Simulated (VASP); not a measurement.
# PtSe2 (P-3m1) in VASP: a series of runs

One crystal, PtSe2, is run at these levels: optB88-vdW, PBE+D3(BJ); tasks: relaxation of the atoms.

Program: VASP 6.6.1. These are calculated values, not measurements. Logs are shortened: lines on timing, memory, paths and dates and some standing lists are left out, and cuts for length are marked.

### 1 The crystal as given

The structure is trigonal, space group P-3m1 (No. 164). Conventional cell: a = 3.724 Å, b = 3.724 Å, c = 5.143 Å, α = 90.00°, β = 90.00°, γ = 120.00°. Pt (site symmetry -3m) has 6 Se at 2.49 Å as nearest neighbours. Se (site symmetry 3m) is surrounded by 3 Pt at 2.49 Å.

### 2 Relaxation of the atoms, optB88-vdW

Input file INCAR:

```
SYSTEM = PtSe2
AGGAC = 0.0 ; ALGO = Fast
EDIFF = 1E-6 ; EDIFFG = -0.02
ENCUT = 520 ; GGA = BO
IBRION = 2 ; ISIF = 2
ISMEAR = 0 ; KPAR = 2
LASPH = .True. ; LCHARG = .False.
LREAL = .False. ; LUSE_VDW = .True.
LWAVE = .False. ; NELM = 100
NSW = 60 ; PARAM1 = 0.1833333333
PARAM2 = 0.22 ; PREC = Accurate
SIGMA = 0.05
```

Input file KPOINTS:

```
k-points
0
Gamma
  10 10 8
  0 0 0
```

Input file POSCAR:

```
PtSe2
1.0
    3.7240000000      0.0000000000      0.0000000000
   -1.8620000000      3.2250786000      0.0000000000
    0.0000000000      0.0000000000      5.1429920000
Pt Se
1 2
Direct
    0.0000000000      0.0000000000      0.0000000000
    0.3333333300      0.6666666700      0.2460629900
    0.6666666700      0.3333333300      0.7539370100
```

Potentials or basis: VASP PAW PBE potentials, release 64 (Pt, Se).

Launch:

```console
cat potpaw_PBE.64/Pt/POTCAR potpaw_PBE.64/Se/POTCAR > POTCAR
mpirun -np 2 vasp_std > vasp.out
```

OUTCAR:

```text
SYSTEM = PtSe2
   EDIFF = 1E-6
   EDIFFG = -0.02
   ENCUT = 520
   GGA = BO
   IBRION = 2
   ISIF = 2
   ISMEAR = 0
   LASPH = .True.
   LREAL = .False.
   NELM = 100
   NSW = 60
   PREC = Accurate

 ion  position               nearest neighbor table
   1  0.000  0.000  0.000-   2 2.49   3 2.49   2 2.49   3 2.49   3 2.49   2 2.49
   2  0.333  0.667  0.246-   1 2.49   1 2.49   1 2.49
   3  0.667  0.333  0.754-   1 2.49   1 2.49   1 2.49

  LATTYP: Found a hexagonal cell.
 ALAT       =     3.7240000000
 C/A-ratio  =     1.3810397422

  Lattice vectors:

 A1 = (   3.7240000000,   0.0000000000,   0.0000000000)
 A2 = (  -1.8620000000,   3.2250786000,   0.0000000000)
 A3 = (   0.0000000000,   0.0000000000,   5.1429920000)

Analysis of symmetry for initial positions (statically):
=====================================================================
 Subroutine PRICEL returns:
 Original cell was already a primitive cell.

 Routine SETGRP: Setting up the symmetry group for a
 hexagonal supercell.

 Subroutine GETGRP returns: Found 12 space group operations
 (whereof 12 operations were pure point group operations)
 out of a pool of 24 trial point group operations.

The static configuration has the point symmetry D_3d.

Analysis of symmetry for dynamics (positions and initial velocities):
=====================================================================
 Subroutine PRICEL returns:
 Original cell was already a primitive cell.

 Routine SETGRP: Setting up the symmetry group for a
 hexagonal supercell.

 Subroutine GETGRP returns: Found 12 space group operations
 (whereof 12 operations were pure point group operations)
 out of a pool of 24 trial point group operations.

The dynamic configuration has the point symmetry D_3d.

 Subroutine INISYM returns: Found 12 space group operations
 (whereof 12 operations are pure point group operations),
 and found     1 'primitive' translations

----------------------------------------------------------------------------------------

                                     Primitive cell

  volume of cell :      61.7683

  direct lattice vectors                    reciprocal lattice vectors
     3.724000000  0.000000000  0.000000000     0.268528464  0.155034981  0.000000000
    -1.862000000  3.225078600  0.000000000     0.000000000  0.310069962  0.000000000
     0.000000000  0.000000000  5.142992000     0.000000000  0.000000000  0.194439346

  length of vectors
     3.724000000  3.723999997  5.142992000     0.310069962  0.310069962  0.194439346

  position of ions in fractional coordinates (direct lattice)
     0.000000000  0.000000000  0.000000000
     0.333333330  0.666666670  0.246062990
     0.666666670  0.333333330  0.753937010

  ion indices of the primitive-cell ions
   primitive index   ion index
                 1           1
                 2           2
                 3           3

----------------------------------------------------------------------------------------

 KPOINTS: k-points

Automatic generation of k-mesh.
 Grid dimensions read from file:
 generate k-points for:   10   10    8

 Generating k-lattice:

  Cartesian coordinates                     Fractional coordinates (reciprocal lattice)
     0.026852846  0.015503498  0.000000000     0.100000000 -0.000000000  0.000000000
     0.000000000  0.031006996  0.000000000     0.000000000  0.100000000  0.000000000
     0.000000000  0.000000000  0.024304918     0.000000000  0.000000000  0.125000000

  Length of vectors
     0.031006996  0.031006996  0.024304918

  Shift w.r.t. Gamma in fractional coordinates (k-lattice)
     0.000000000  0.000000000  0.000000000

 Subroutine IBZKPT returns following result:
 ===========================================

 Found     94 irreducible k-points:

 Following reciprocal coordinates:
            Coordinates               Weight
  0.000000  0.000000  0.000000      1.000000
  0.100000  0.000000  0.000000      6.000000
  0.200000  0.000000  0.000000      6.000000
  0.300000  0.000000  0.000000      6.000000
  0.400000 -0.000000  0.000000      6.000000
  0.500000  0.000000  0.000000      3.000000
[... 16 lines left out ...]
  0.000000  0.400000  0.125000      6.000000
  0.500000  0.000000  0.125000      6.000000
 [... further k-points ...]
   k-points           NKPTS =     94   k-points in BZ     NKDIM =     94   number of bands    NBANDS=     15
   number of dos      NEDOS =    301   number of ions     NIONS =      3
   total plane-waves  NPLWV =  31360
   dimension x,y,z NGX =    28 NGY =   28 NGZ =   40
   dimension x,y,z NGXF=    56 NGYF=   56 NGZF=   80
   ions per type =               1   2
   NGX,Y,Z   is equivalent  to a cutoff of  12.50, 12.50, 12.93 a.u.
   NGXF,Y,Z  is equivalent  to a cutoff of  25.00, 25.00, 25.86 a.u.
 SYSTEM =  PtSe2
   PREC   = accura    normal or accurate (medium, high low for compatibility)
   ISTART =      0    job   : 0-new  1-cont  2-samecut
   ICHARG =      2    charge: 1-file 2-atom 10-const
   ISPIN  =      1    spin polarized calculation?
   LNONCOLLINEAR =      F non collinear calculations
   LSORBIT =      F    spin-orbit coupling
   LASPH  =      T    aspherical Exc in radial PAW
   ENCUT  =  520.0 eV  38.22 Ry    6.18 a.u.   6.92  6.92  9.56*2*pi/ulx,y,z
   NELM   =    100;   NELMIN=  2; NELMDL= -5     # of ELM steps
   EDIFF  = 0.1E-05   stopping-criterion for ELM
   LREAL  =      F    real-space projection
   EDIFFG = -.2E-01   stopping-criterion for IOM
   NSW    =     60    number of steps for IOM
   IBRION =      2    ionic relax: 0-MD 1-quasi-New 2-CG
   NFREE  =      1    steps in history (QN), initial steepest desc. (CG)
   ISIF   =      2    stress and relaxation
   ISYM   =      2    0-nonsym 1-usesym 2-fastsym
   POTIM  = 0.5000    time-step for ionic-motion
   TEBEG  =    0.0;   TEEND  =   0.0 temperature during run
   PSTRESS=    0.0 pullay stress
   NELECT =      22.0000    total number of electrons
   NUPDOWN=      -1.0000    fix difference up-down
   EMIN   =  10.00;   EMAX   =-10.00  energy-range for DOS
   EFERMI =   0.00;   METHOD = LEGACY
   ISMEAR =     0;   SIGMA  =   0.05  broadening in eV -4-tet -1-fermi 0-gaus
   EFERMI_NEDOS =   21; number of points for ismear=-14 and -15
   IALGO  =     68    algorithm
   IMIX   =      4    mixing-type and parameters
     AMIX     =   0.40;   BMIX     =  1.00
     AMIX_MAG =   1.60;   BMIX_MAG =  1.00
  volume/ion in A,a.u.               =      20.59       138.94
  Fermi-wavevector in a.u.,A,eV,Ry     =   1.160452  2.192936 18.322264  1.346648
  Thomas-Fermi vector in A             =   2.297034
   LORBIT       =      0    0 simple, 1 ext, 2 COOP (PROOUT), +10 PAW based schemes
   GGA     = BO    functional components
   LHFCALC =     F    Hartree Fock is set to
   AEXX    =    0.0000 exact exchange contribution
   IVDW_NL    =     1    kernel type
   BPARAM     = 6.3000
   IVDW    =     0    specifies the selected vdW correction
   LEPSILON=     F    determine dielectric tensor
   LRPA    =     F    only Hartree local field effects (RPA)
 conjugate gradient relaxation of ions
 non-spin polarized calculation
 RMM-DIIS sequential band-by-band and
 Gauss-broadening in eV      SIGMA  =   0.05
  energy-cutoff  :      520.00
  volume of cell :       61.77
 maximum number of plane-waves:      1678
   NGX = 13   NGY = 13   NGZ = 19

--------------------------------------- Ionic step        1  -------------------------------------------

 number of electron      21.9999996 magnetization

 Free energy of the ion-electron system (eV)
  ---------------------------------------------------
  ext. energy  EPLUGINS =         0.00000000
  ---------------------------------------------------
  free energy    TOTEN  =        -8.26990774 eV

  energy without entropy =       -8.26898306  energy(sigma->0) =       -8.26944540

------------------------ aborting loop because EDIFF is reached ----------------------------------------

  FORCE on cell =-STRESS in cart. coord.  units (eV):
  Direction    XX          YY          ZZ          XY          YZ          ZX
  --------------------------------------------------------------------------------------
  -------------------------------------------------------------------------------------
  Total        3.3903739      3.3903739      2.5238320      0.0000000      0.0000000      0.0000000
  in kB       87.9411939     87.9411937     65.4644021      0.0000000      0.0000000      0.0000000
  external PRESSURE =      80.4489299 kB  Pullay stress =       0.0000000 kB
[... 102 lines left out ...]
Total vdW correction in eV:      3.2177546

--------------------------------------- Ionic step        4  -------------------------------------------

 number of electron      21.9999999 magnetization

 Free energy of the ion-electron system (eV)
  ---------------------------------------------------
  ext. energy  EPLUGINS =         0.00000000
  ---------------------------------------------------
  free energy    TOTEN  =        -8.33982623 eV

  energy without entropy =       -8.33856902  energy(sigma->0) =       -8.33919762

 E-fermi :   6.1011     XC(G=0): -10.6009

 val. band max:        6.0955713838   @ k =   0.3000   0.3000   0.0000
 cond. band min:       6.1391901818   @ k =  -0.1000   0.4000   0.2500
 fundamental gap:      0.0436187980
 Fermi energy:         6.1010929177

 k-point     1 :       0.0000    0.0000    0.0000
  band No.  band energies     occupation
      1      -9.2627      2.00000
      2      -6.7204      2.00000
      3      -0.8630      2.00000
      4       0.1832      2.00000
      5       0.1832      2.00000
      6       2.3898      2.00000
      7       2.3898      2.00000
      8       3.5129      2.00000
      9       5.2475      2.00000
     10       5.2475      2.00000
     11       6.5988      0.00000
     12       7.3832      0.00000
     13       7.3832      0.00000
     14       9.9853      0.00000
     15      10.1372      0.00000
[... 397 lines left out ...]
 k-point    24 :       0.5000    0.0000    0.1250
  band No.  band energies     occupation
      1      -7.5896      2.00000
      2      -7.3737      2.00000
      3      -0.8854      2.00000
      4       0.6603      2.00000
      5       0.8657      2.00000
      6       2.0559      2.00000
      7       2.5055      2.00000
      8       2.9188      2.00000
      9       3.0204      2.00000
     10       3.0410      2.00000
     11       3.4211      2.00000
     12       6.9223      0.00000
     13       8.1174      0.00000
     14      10.6429      0.00000
     15      11.6927      0.00000

 [... further k-points ...]

------------------------ aborting loop because EDIFF is reached ----------------------------------------

  FORCE on cell =-STRESS in cart. coord.  units (eV):
  Direction    XX          YY          ZZ          XY          YZ          ZX
  --------------------------------------------------------------------------------------
  -------------------------------------------------------------------------------------
  Total        1.6889160      1.6889160      0.4713798      0.0000000      0.0000000      0.0000000
  in kB       43.8079380     43.8079379     12.2268828      0.0000000      0.0000000      0.0000000
  external PRESSURE =      33.2809196 kB  Pullay stress =       0.0000000 kB
[... 18 lines left out ...]
  FREE ENERGIE OF THE ION-ELECTRON SYSTEM (eV)
  ---------------------------------------------------
  free  energy   TOTEN  =        -8.3398262283 eV

  energy  without entropy=       -8.3385690151  energy(sigma->0) =       -8.33919762

Total vdW correction in eV:      3.2177534

 reached required accuracy - stopping structural energy minimisation
```

It took 2.8 min on 2 MPI ranks of Intel Xeon Platinum 8488C (Sapphire Rapids), shared host; peak memory 0.43 GiB.

Results:

| Item | Value |
| --- | --- |
| Free energy | -8.3398 eV |
| Energy gained by relaxing | 23.3 meV/atom |
| Ionic steps | 4 |
| Pressure after relaxing | 3.3 GPa |
| Band gap on the k mesh | none (metal or under the smearing width) |

The path:
```tsv
step	energy change (eV)	largest force (eV/Å)	pressure (GPa)
1	0.0000	0.9353	8.04
2	-0.0582	0.3692	5.14
3	-0.0699	0.0239	3.21
4	-0.0699	0.0011	3.33
```

Final structure:
```cif
data_structure
_symmetry_space_group_name_H-M 'P 1'
_symmetry_Int_Tables_number 1
_cell_length_a 3.7240
_cell_length_b 3.7240
_cell_length_c 5.1430
_cell_angle_alpha 90.000
_cell_angle_beta 90.000
_cell_angle_gamma 120.000
_cell_volume 61.77
loop_
_atom_site_label
_atom_site_type_symbol
_atom_site_fract_x
_atom_site_fract_y
_atom_site_fract_z
_atom_site_occupancy
Pt1 Pt 0.00000 0.00000 0.00000 1
Se1 Se 0.33333 0.66667 0.26100 1
Se2 Se 0.66667 0.33333 0.73900 1
```

Levels at points of the mesh, in eV from the Fermi level:
| k point | band 9 | band 10 | band 11 | band 12 | band 13 | band 14 |
| --- | --- | --- | --- | --- | --- | --- |
| (0.00, 0.00, 0.00) | -0.85 | -0.85 | 0.50 | 1.28 | 1.28 | 3.88 |
| (0.50, 0.00, 0.00) | -3.17 | -3.17 | -2.79 | 0.57 | 2.24 | 4.92 |
| (0.00, 0.00, 0.50) | -1.75 | -1.37 | -1.37 | 2.19 | 2.19 | 5.02 |
| (0.50, 0.00, 0.50) | -2.92 | -2.37 | -1.29 | 0.80 | 1.51 | 4.41 |

Caveat: the PAW data sets were made with another functional, which shifts forces and pressure a little. Spin-orbit coupling is left out, which matters for the levels of Pt.

### 3 Relaxation of the atoms, PBE+D3(BJ)

Input file INCAR:

```
SYSTEM = PtSe2
PREC = Accurate
ENCUT = 520
EDIFF = 1E-6
ISMEAR = 0
SIGMA = 0.05
LREAL = .False.
LASPH = .True.
NELM = 80
ALGO = Normal
ISIF = 2
LWAVE = .False.
LCHARG = .False.
GGA = PE
IVDW = 12
IBRION = 2
NSW = 60
EDIFFG = -0.005
KPAR = 2
```

Input file KPOINTS:

```
regular mesh
0
Gamma
  10 10 8
  0 0 0
```

POSCAR is that of step 2.

Potentials or basis: VASP PAW PBE potentials, release 64 (Pt, Se).

Launch:

```console
cat potpaw_PBE.64/Pt/POTCAR potpaw_PBE.64/Se/POTCAR > POTCAR
mpirun -np 2 vasp_std > vasp.out
```

Run time: 66 s. Hardware: 2 MPI ranks of Intel Xeon Platinum 8259CL at 2.50GHz (Skylake/Cascade Lake), shared host; peak memory 0.25 GiB.

The run converged. Its results:

| Item | Value |
| --- | --- |
| Free energy | -15.6367 eV |
| Energy gained by relaxing | 10.4 meV/atom |
| Ionic steps | 3 |
| Pressure after relaxing | -0.1 GPa |
| Largest force after relaxing | 0.003 eV/Å |
| Band gap on the k mesh | none (metal or under the smearing width) |
| Dispersion energy per atom | -0.470 eV |

Forces in eV/Å, atoms in the order of the input:
```
Pt   0.000  0.000  0.000
Se   0.000  0.000 -0.003
Se   0.000  0.000  0.003
```

Stress tensor (GPa, compression positive):
```
 0.76  0.00  0.00
 0.00  0.76  0.00
 0.00  0.00 -1.93
```

The path:
```csv
step,energy change (eV),largest force (eV/Å),pressure (GPa)
1,0.0000,0.6161,3.15
2,-0.0256,0.2521,1.25
3,-0.0312,0.0034,-0.14
```

Final structure:
```xyz
3
Lattice="3.7240 0.0000 0.0000 -1.8620 3.2251 0.0000 0.0000 0.0000 5.1430" Properties=species:S:1:pos:R:3 pbc="T T T"
Pt    0.0000    0.0000    0.0000
Se    0.0000    2.1501    1.3180
Se    1.8620    1.0750    3.8250
```

Levels at points of the mesh, in eV from the Fermi level:
| k point | band 9 | band 10 | band 11 | band 12 | band 13 | band 14 |
| --- | --- | --- | --- | --- | --- | --- |
| (0.00, 0.00, 0.00) | -0.95 | -0.95 | 0.43 | 1.36 | 1.36 | 3.73 |
| (0.50, 0.00, 0.00) | -3.30 | -3.26 | -2.89 | 0.60 | 2.26 | 4.83 |
| (0.00, 0.00, 0.50) | -1.76 | -1.41 | -1.41 | 2.22 | 2.22 | 4.86 |
| (0.50, 0.00, 0.50) | -3.05 | -2.58 | -1.38 | 0.88 | 1.52 | 4.40 |

Caveat: pairwise dispersion overbinds metals, which lowers pressure and volume. The run has no spin-orbit coupling, so splittings on Pt are missing.
